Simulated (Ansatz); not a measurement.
## NaSrI3 (cubic perovskite) (Pm-3m): converging the G0W0 gap

Aim: see how the G0W0 gap of NaSrI3 (cubic perovskite) (Pm-3m) on PBEsol moves with empty bands and screening cutoff, and what each rung costs.

Calculated with Ansatz 0.2.0; G0W0 on PBEsol, plane waves, PAW.

The structure was built from a prototype and need not be the compound's stable phase.

**1. Starting point**

Symmetry: Pm-3m, No. 221, cubic system. Conventional cell: a = 6.304 Å, b = 6.304 Å, c = 6.304 Å, α = 90.00°, β = 90.00°, γ = 90.00°. Na has 12 I at 4.46 Å nearest. Nearest to Sr lie 6 I at 3.15 Å. I has 2 Sr at 3.15 Å nearest. It derives from I3Na1Sr1. Farther neighbours and most contacts between anions are not listed.

Coordinates:

```cif
data_structure
_symmetry_space_group_name_H-M 'P 1'
_symmetry_Int_Tables_number 1
_cell_length_a 6.3037
_cell_length_b 6.3037
_cell_length_c 6.3037
_cell_angle_alpha 90.000
_cell_angle_beta 90.000
_cell_angle_gamma 90.000
_cell_volume 250.49
loop_
_atom_site_label
_atom_site_type_symbol
_atom_site_fract_x
_atom_site_fract_y
_atom_site_fract_z
_atom_site_occupancy
Na1 Na 0.00000 0.00000 0.00000 1
Sr2 Sr 0.50000 0.50000 0.50000 1
I3 I 0.50000 0.50000 0.00000 1
I4 I 0.50000 0.00000 0.50000 1
I5 I 0.00000 0.50000 0.50000 1
```

The structure was relaxed with PBEsol. The structure type comes from a generator and need not be one that this composition takes. The runs that relaxed it are not among those shown. Spin-orbit coupling is left out unless a step names it. The default PAW set here is soft_2. Its files were made with PBE.

**2. 122 empty bands, screening to 36 eV**

Now the one-shot GW correction: screening in the RPA, then the self-energy of the levels asked for.

File input.yaml:

```yaml
crystal:
  lattice:
    - [6.3036929043, 0.0, 0.0]
    - [0.0, 6.3036929043, 0.0]
    - [0.0, 0.0, 6.3036929043]
  atoms:
    - { symbol: Na, position: [0.0, 0.0, 0.0] }
    - { symbol: Sr, position: [0.5, 0.5, 0.5] }
    - { symbol: I, position: [0.5, 0.5, 0.0] }
    - { symbol: I, position: [0.5, 0.0, 0.5] }
    - { symbol: I, position: [0.0, 0.5, 0.5] }
kpoints:
  mp_grid: { grid: [2, 2, 2] }
hamiltonian:
  xc: pbesol
scf:
  occupations: { method: fixed }
gw:
  n_empty_bands: 122
  ecut_chi: 36
  qp_bands: [v2, c2]
  qp_kpoints: band_edges
  screening: { model: contour_deformation }
```

Started as:

```sh
$ ansatz run input.yaml --threads 4 --pin off --max-ram 17510MiB --backend cpu --events-out ev --progress --plain --runs-dir out
```

Numbers of over 12 decimals in the logs are rounded to 6 here.

The program printed:

```text
Engine: ansatz 0.2.0, aarch64-unknown-linux-gnu
Pseudopotentials: kind: paw
Pseudopotential: Na, paw, valence charge 9, recommended cutoff 420 eV (normal), Na.paw.azcp
Pseudopotential: Sr, paw, valence charge 10, recommended cutoff 420 eV (normal), Sr.paw.azcp
Pseudopotential: I, paw, valence charge 17, recommended cutoff 420 eV (normal), I.paw.azcp
Functional definition: PBEsol
  exchange = pbesol_x
  correlation = pbesol_c
Crystal: 5 atoms, lattice volume = 250.487 Å³
Basis set: ecut = 420 eV, 4945 PW (Γ)
Bands: 42, of which v1, the nominal top of the filled ones, is band 35 counted from 1 (34 counted from 0)
Symmetry: 48 space group operations
Space group: Pm-3m (ITA 221), of the structure as read, at distance tolerance 6.3e-5 Å
k-points: 4 of 8
Non-local potential: Na, projectors of the file, l = 0: 3, l = 1: 2, l = 2: 1
Non-local potential: Sr, projectors of the file, l = 0: 3, l = 1: 2, l = 2: 2
Non-local potential: I, projectors of the file, l = 0: 2, l = 1: 2, l = 2: 2, l = 3: 2
PAW form: soft (Blöchl's): semilocal exchange-correlation on the pseudo side does not see the compensation charge
PAW frozen core: Na, regenerated for the run's functional, and the local potential with it (the file was generated under x = pbe(κ = 0.804, μ = 0.219515), c = pbe(β = 0.066725))
PAW frozen core: Sr, regenerated for the run's functional, and the local potential with it (the file was generated under x = pbe(κ = 0.804, μ = 0.219515), c = pbe(β = 0.066725))
PAW frozen core: I, regenerated for the run's functional, and the local potential with it (the file was generated under x = pbe(κ = 0.804, μ = 0.219515), c = pbe(β = 0.066725))
PAW one-centre angular grid: Na, 110 points (default); XC on 64 Gauss nodes
PAW one-centre angular grid: Sr, 110 points (default); XC on 64 Gauss nodes
PAW one-centre angular grid: I, 590 points (default); XC on 64 Gauss nodes
Initial density: superposition of atomic densities (neutral atoms: chi_scale 0, normalization atom), corrected by the library's trained network
Initial wavefunctions: pseudopotential atomic-orbital guess
Functional: x = pbesol(κ = 0.804, μ = 0.123457), c = pbesol(β = 0.046)
SCF iter   1: F=—  HF=-27271.289163 eV  |F-HF|=—  |Δ(HF+E_count)|=         —  Δρ=1.46e-3  dr2=3.44e-3  ethr=1.77e-3  ⟨swp⟩=6.2  Hψ=620  notcnv=0  defer=17
preconditioner: auto → Resta (q_TF=auto, 2.206 Å⁻¹)  ε∞=2.8  [insulator: Δε(μ)=2.458 eV  Ē_g=8.599 eV  n_scr=32 (ndim 8)  ℏωp=11.5 eV  f_vac=0.279  ε∞_Penn≈2.8]
SCF iter   2: F=—  HF=-27271.290128 eV  |F-HF|=—  |Δ(HF+E_count)|=   9.65e-4  Δρ=7.75e-4  dr2=1.06e-3  ethr=4.92e-6  ⟨swp⟩=3.5  Hψ=397  notcnv=0  defer=20
SCF iter   3: F=—  HF=-27271.291105 eV  |F-HF|=—  |Δ(HF+E_count)|=   9.77e-4  Δρ=1.91e-4  dr2=1.07e-4  ethr=1.52e-6  ⟨swp⟩=2.2  Hψ=308  notcnv=0  defer=16
SCF iter   4: F=—  HF=-27271.291145 eV  |F-HF|=—  |Δ(HF+E_count)|=   4.04e-5  Δρ=7.39e-5  dr2=2.94e-5  ethr=1.53e-7  ⟨swp⟩=2.0  Hψ=300  notcnv=0  defer=17
SCF iter   5: F=—  HF=-27271.291186 eV  |F-HF|=—  |Δ(HF+E_count)|=   4.06e-5  Δρ=1.64e-5  dr2=1.61e-6  ethr=4.20e-8  ⟨swp⟩=2.0  Hψ=212  notcnv=0  defer=17
SCF iter   6: F=—  HF=-27271.291187 eV  |F-HF|=—  |Δ(HF+E_count)|=   1.50e-6  Δρ=6.66e-6  dr2=2.76e-7  ethr=2.30e-9  ⟨swp⟩=3.0  Hψ=296  notcnv=0  defer=17
SCF iter   7: F=-27271.291187 eV  HF=-27271.291187 eV  |F-HF|=2.36e-9  |Δ(HF+E_count)|=   1.85e-7  Δρ=2.45e-6  dr2=1.36e-8  ethr=1.43e-10  ⟨swp⟩=16.0  Hψ=905  notcnv=0
SCF 1 converged in 7 iterations: F = -27271.291187 eV  dr2 = 1.36e-8
  greatest PAW one-centre occupation: 0.999 electrons in one spin orbital (limit 2), on the Na atom at site 0 (counted from 0), in its partial waves of l = 0
NSCF: frozen V_eff on 4 k-points
G₀W₀ screening: q 1/4
[... further progress lines ...]
SCF converged after 7 iterations
Free energy (F): -27271.291187 eV
Harris-Foulkes:  -27271.291187 eV  (|F-HF|=2.36e-9)
Internal energy: -27271.291187 eV  (E = F + TS)
E sigma→0 (E₀):  -27271.291187 eV
Fermi energy:    2.089575 eV
--- Per-component energies (eV) ---
  E_band       = -1648.436036
  E_kinetic    = 933.707822
  E_local      = -9540.383466  (includes V_loc(G=0)·N_el)
  E_nonlocal   = 54.506285
  E_hartree    = 4417.863550
  E_xc         = -590.694128
  E_vxc        = -595.303646  (∫ρ·V_xc dr)
  E_paw        = -17110.427267  (= ΣΔE_a)
  E_vpaw       = -1336.697562  (= ΣTr[D̂ρ^β])
  E_aug_tail   = 0.000012  (compensation charges beyond the density's cutoff)
  E_ewald      = -5437.289462
  E_core_change = 1.425467  (= ΣΔE_core)
  E_smearing   = -0.000000  (= −TS)
  E_closure    = -0.000000  (closes the sum)
  Σ components = -27271.291187   (vs F -27271.291187, Δ=0.00e0)
--- Band table (eV) ---
  k-point 0: bands = [... 31 lower, 1.5267, 1.8080, 1.8080, 1.8080, 4.5128, 6.1202, 6.1202, 6.1202, ... 3 higher]
  k-point 1: bands = [... 31 lower, 1.1518, 1.4049, 1.7206, 1.7206, 5.6994, 6.2200, 6.4885, 7.3242, ... 3 higher]
  k-point 2: bands = [... 31 lower, 1.1743, 1.1822, 1.1822, 2.0822, 5.7406, 7.4351, 7.5064, 7.5064, ... 3 higher]
  k-point 3: bands = [... 31 lower, 0.6736, 2.0896, 2.0896, 2.0896, 4.9579, 7.8083, 7.8083, 7.8083, ... 3 higher]
--- G₀W₀: contour deformation, 6 samples at zero and on the imaginary axis and 1 off it, 8 q-points, 122 empty bands' worth ---
  eigenvalues of the whole cell's RPA ε∞ on this k-mesh (on a slab, of 1 + 4πα/V) = 3.2946, 3.2946, 3.2946; static W/v taken at q = 0 is 0.303529
  bands read: the sum over 157 bands ends inside a degenerate multiplet in 1 slot, whose members it reads at an even weight; the widest, k=3: bands 157 to 159 (counted from 1) at 1/3 each
  gw.qp_kpoints: band_edges: 4 of 4 stored k-points solved, in 1 pass; an edge of the gap read off the rows below is read off those points alone
    ik  band        ε_KS         Σx   Σc(E_QP)       V_xc       Z   E_QP_lin       E_QP  E_QP is
     0    34      1.8080   -17.5321     2.2975   -14.5173  0.7827     1.0801     1.0907  root
     0    35      1.8080   -17.5321     2.2975   -14.5173  0.7827     1.0801     1.0907  root
     0    36      4.5128    -2.5803    -2.6173    -5.7730  0.8311     5.0939     5.0881  root
     0    37      6.1202    -5.0379    -3.3715    -9.5337  0.8058     7.2690     7.2445  root
     1    34      1.7206   -17.3845     2.3261   -14.3122  0.7801     0.9625     0.9744  root
     1    35      1.7206   -17.3845     2.3261   -14.3122  0.7801     0.9625     0.9744  root
     1    36      5.6994    -3.6347    -2.6442    -7.0501  0.8179     6.4841     6.4706  root
     1    37      6.2200    -5.1749    -3.4452    -9.7880  0.8040     7.4150     7.3879  root
     2    34      1.1822   -16.0769     2.3798   -12.8058  0.7708     0.2706     0.2909  root
     2    35      2.0822   -17.3975     2.2600   -14.4364  0.7807     1.3710     1.3812  root
     2    36      5.7406    -2.8562    -2.7149    -6.3226  0.8189     6.5050     6.4920  root
     2    37      7.4351    -2.2142    -2.8192    -5.5550  0.8143     7.9636     7.9567  root
     3    34      2.0896   -17.4246     2.2627   -14.4633  0.7807     1.3809     1.3910  root
     3    35      2.0896   -17.4246     2.2627   -14.4633  0.7807     1.3809     1.3910  root
     3    36      4.9579    -2.0606    -2.6108    -5.2712  0.8291     5.5644     5.5576  root
     3    37      7.8083    -4.1229    -3.1449    -8.1085  0.8097     8.6637     8.6490  root
```

It took 7.2 s on 4 threads of Arm Neoverse V1, shared host; peak memory 0.78 GiB; 26 s of CPU time.

The column dr2 measures how far the density is from self-consistency, as an energy; F and HF (Harris–Foulkes) agree once it is small.

Numbers from this step:

```
bands summed                                 : 157
RPA ε∞ on this mesh (eigenvalues)            : 3.295, 3.295, 3.295
plane waves in the screening matrix          : 123
q-points in the mesh                         : 8
G0W0 gap on the mesh                         : 3.697 eV
k of the valence top                         : -0.5, -0.5, -0.5
k of the conduction bottom                   : 0, 0, 0
starting gap on the mesh                     : 2.423 eV
Z at the valence top                         : 0.7807
Z at the conduction bottom                   : 0.8311
least direct G0W0 gap on the computed points : 3.997 eV
```

The gap on the mesh goes from 2.42 eV to 3.70 eV, a correction of +1.27 eV. Between the two edge states, bare exchange in place of the xc potential would open the gap by 6.15 eV, and correlation takes back 4.88 eV.

**3. 347 empty bands, screening to 72 eV**

Another rung: the empty bands reach about as high as the screening cutoff, so the two stay in balance.

input.yaml: that of step 2 with these lines changed.

```diff
@@ -18,4 +18,4 @@
 gw:
-  n_empty_bands: 122
-  ecut_chi: 36
+  n_empty_bands: 347
+  ecut_chi: 72
   qp_bands: [v2, c2]
```

The program printed:

```text
[...]
Crystal: 5 atoms, lattice volume = 250.487 Å³
Basis set: ecut = 420 eV, 4945 PW (Γ)
Bands: 42, of which v1, the nominal top of the filled ones, is band 35 counted from 1 (34 counted from 0)
Symmetry: 48 space group operations
[...]
k-points: 4 of 8
[...]
SCF iter   1: F=—  HF=-27271.289163 eV  |F-HF|=—  |Δ(HF+E_count)|=         —  Δρ=1.46e-3  dr2=3.44e-3  ethr=1.77e-3  ⟨swp⟩=6.2  Hψ=620  notcnv=0  defer=17
[...]
SCF iter   7: F=-27271.291187 eV  HF=-27271.291187 eV  |F-HF|=2.36e-9  |Δ(HF+E_count)|=   1.85e-7  Δρ=2.45e-6  dr2=1.36e-8  ethr=1.43e-10  ⟨swp⟩=16.0  Hψ=905  notcnv=0
SCF 1 converged in 7 iterations: F = -27271.291187 eV  dr2 = 1.36e-8
[...]
NSCF: frozen V_eff on 4 k-points
G₀W₀ screening: q 1/4
[... further progress lines ...]
SCF converged after 7 iterations
Free energy (F): -27271.291187 eV
[...]
Internal energy: -27271.291187 eV  (E = F + TS)
E sigma→0 (E₀):  -27271.291187 eV
Fermi energy:    2.089575 eV
[...]
--- Band table (eV) ---
  k-point 0: bands = [... 31 lower, 1.5267, 1.8080, 1.8080, 1.8080, 4.5128, 6.1202, 6.1202, 6.1202, ... 3 higher]
  k-point 1: bands = [... 31 lower, 1.1518, 1.4049, 1.7206, 1.7206, 5.6994, 6.2200, 6.4885, 7.3242, ... 3 higher]
  k-point 2: bands = [... 31 lower, 1.1743, 1.1822, 1.1822, 2.0822, 5.7406, 7.4351, 7.5064, 7.5064, ... 3 higher]
  k-point 3: bands = [... 31 lower, 0.6736, 2.0896, 2.0896, 2.0896, 4.9579, 7.8083, 7.8083, 7.8083, ... 3 higher]
[...]
0    34      1.8080   -17.5321     1.9361   -14.5173  0.7759     0.7036     0.7292  root
     0    35      1.8080   -17.5321     1.9361   -14.5173  0.7759     0.7036     0.7292  root
     0    36      4.5128    -2.5803    -2.7033    -5.7730  0.8313     5.0062     5.0022  root
     0    37      6.1202    -5.0379    -3.5943    -9.5337  0.8041     7.0366     7.0217  root
     1    34      1.7206   -17.3845     1.9747   -14.3122  0.7734     0.5954     0.6230  root
     1    35      1.7206   -17.3845     1.9747   -14.3122  0.7734     0.5954     0.6230  root
     1    36      5.6994    -3.6347    -2.7907    -7.0501  0.8169     6.3326     6.3241  root
     1    37      6.2200    -5.1749    -3.6758    -9.7880  0.8022     7.1738     7.1573  root
[...]
3    34      2.0896   -17.4246     1.8988   -14.4633  0.7737     1.0021     1.0271  root
     3    35      2.0896   -17.4246     1.8988   -14.4633  0.7737     1.0021     1.0271  root
     3    36      4.9579    -2.0606    -2.6989    -5.2712  0.8292     5.4743     5.4695  root
     3    37      7.8083    -4.1229    -3.3133    -8.1085  0.8088     8.4895     8.4805  root
```

Elapsed: 25 s, on 4 threads; peak memory 1.7 GiB.

Numbers from this step:

```yaml
bands_summed: 382
rpa_eps_infinity_on_this_mesh_eigenvalues: 3.255, 3.255, 3.255
plane_waves_in_the_screening_matrix: 365
q_points_in_the_mesh: 8
g0w0_gap_on_the_mesh: 3.975 eV
k_of_the_valence_top: -0.5, -0.5, -0.5
k_of_the_conduction_bottom: 0, 0, 0
starting_gap_on_the_mesh: 2.423 eV
z_at_the_valence_top: 0.7737
z_at_the_conduction_bottom: 0.8313
least_direct_g0w0_gap_on_the_computed_points: 4.273 eV
```

Against the run with 2×2×2 mesh, 122 empty bands, screening to 36 eV, the gap moves by +0.28 eV.

**4. 747 empty bands, screening to 120 eV**

input.yaml: that of step 3 with these lines changed.

```diff
@@ -18,4 +18,4 @@
 gw:
-  n_empty_bands: 347
-  ecut_chi: 72
+  n_empty_bands: 747
+  ecut_chi: 120.0
   qp_bands: [v2, c2]
```

The program printed:

```text
[...]
Crystal: 5 atoms, lattice volume = 250.487 Å³
Basis set: ecut = 420 eV, 4945 PW (Γ)
Bands: 42, of which v1, the nominal top of the filled ones, is band 35 counted from 1 (34 counted from 0)
Symmetry: 48 space group operations
[...]
k-points: 4 of 8
[...]
1    37      6.2200    -5.1749    -3.7845    -9.7880  0.8011     7.0612     7.0486  root
[...]
3    34      2.0896   -17.4246     1.6592   -14.4633  0.7715     0.7477     0.7874  root
     3    35      2.0896   -17.4246     1.6592   -14.4633  0.7715     0.7477     0.7874  root
     3    36      4.9579    -2.0606    -2.7224    -5.2712  0.8290     5.4504     5.4460  root
     3    37      7.8083    -4.1229    -3.4038    -8.1085  0.8081     8.3966     8.3901  root
[key lines of the parts left out:]
SCF converged after 7 iterations
Free energy (F): -27271.291187 eV
Fermi energy:    2.089575 eV
```

Wall time 2 min (4 threads); peak memory 4.4 GiB.

Numbers from this step:

| Item | Value |
| --- | --- |
| bands summed | 782 |
| RPA ε∞ on this mesh (eigenvalues) | 3.255, 3.255, 3.255 |
| plane waves in the screening matrix | 739 |
| G0W0 gap on the mesh | 4.169 eV |
| k of the valence top | -0.5, -0.5, -0.5 |
| k of the conduction bottom | 0, 0, 0 |
| starting gap on the mesh | 2.423 eV |
| least direct G0W0 gap on the computed points | 4.468 eV |

Against the run with 2×2×2 mesh, 347 empty bands, screening to 72 eV, the gap moves by +0.19 eV.

(Part 1 of 2 ends here.)

[Paths, hosts, dates, memory and timing lines, banners, echoed tables and standing remarks are left out of the program output.]

[Logs are printed without paths, hosts, clocks, repeated set-up lines and the standing remarks that a program may print on its own settings, such as how far it seeks lower states.]

[Runs of the session that timed out or met a known fault of the program may be left out.]

[Cells called generated may have been cut or substituted from an entry of the Crystallography Open Database or the Materials Project.]

[Hosts, paths, dates, database ids (printed as entryN), source tags and the programs' standing remarks are cut or masked in the printed files.]
